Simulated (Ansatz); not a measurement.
ZnSnN2 as one 4-atom ordering (R-3m) on the rocksalt lattice, relaxed with r2SCAN. The symmetry is R-3m (No. 166, trigonal); a = 3.167 Å, c = 15.449 Å in the conventional setting, 11.19 Å³ an atom. Zn has 6 N at 2.27 Å; Sn has 6 N at 2.21 Å; N has 3 Sn at 2.21 Å and 3 Zn at 2.27 Å.

```cif
data_structure
_symmetry_space_group_name_H-M 'R-3m:H'
_symmetry_Int_Tables_number 166
_cell_length_a 3.1674
_cell_length_b 3.1674
_cell_length_c 15.4495
_cell_angle_alpha 90.000
_cell_angle_beta 90.000
_cell_angle_gamma 120.000
_cell_volume 134.23
loop_
_atom_site_label
_atom_site_type_symbol
_atom_site_symmetry_multiplicity
_atom_site_Wyckoff_symbol
_atom_site_fract_x
_atom_site_fract_y
_atom_site_fract_z
_atom_site_occupancy
Zn1 Zn 3 a 0.00000 0.00000 0.00000 1
Sn1 Sn 3 b 0.33333 0.66667 0.16667 1
N1 N 6 c 0.00000 0.00000 0.24647 1
```

The questions ask for values computed with the plane-wave code Ansatz on this geometry. (Calculated; non-magnetic; the phase may be known or hypothetical.)

Given (10×10×10 mesh): PBE gives an indirect gap of 0.74 eV, from Γ–S₀ (0.58 of the way from Γ) to Γ; the least direct gap is 0.85 eV at F.

(1) What does r2SCAN give for the gap (10×10×10 mesh)?

(2) How does the gap change from PBE to DDH-PBE0 (6×6×6)?

(3) Roughly how does the cost of the PBE+SOC run (10×10×10) compare with r2SCAN's (10×10×10)?

## Answers

(1) With r2SCAN the valence top lies at k = (-0.005, 0.195, -0.201) and the conduction bottom at Γ, 1.19 eV higher; the smallest vertical gap, at F, is 1.33 eV. The gap differs by +0.45 eV from PBE's.

(2) With DDH-PBE0 the valence top lies at k = (-0.005, 0.195, -0.201) and the conduction bottom at Γ, 1.51 eV higher; the smallest vertical gap, at F, is 1.66 eV. The share of exact exchange is 0.110. The gap differs by +0.77 eV from PBE's.

(3) About 2.2 times as much (40 core-seconds against 20 core-seconds, on 2 threads of Arm Neoverse V2, with other jobs on the host).

Only the levels marked +SOC include spin-orbit coupling.

Where an edge lies off the special points, it is a point of the mesh or the k point where a search put PBE's edge or least direct gap, reused for the other functionals, whose own edges may lie a little apart.

Coordinates of k points refer to the reciprocal vectors of the primitive cell of the runs.
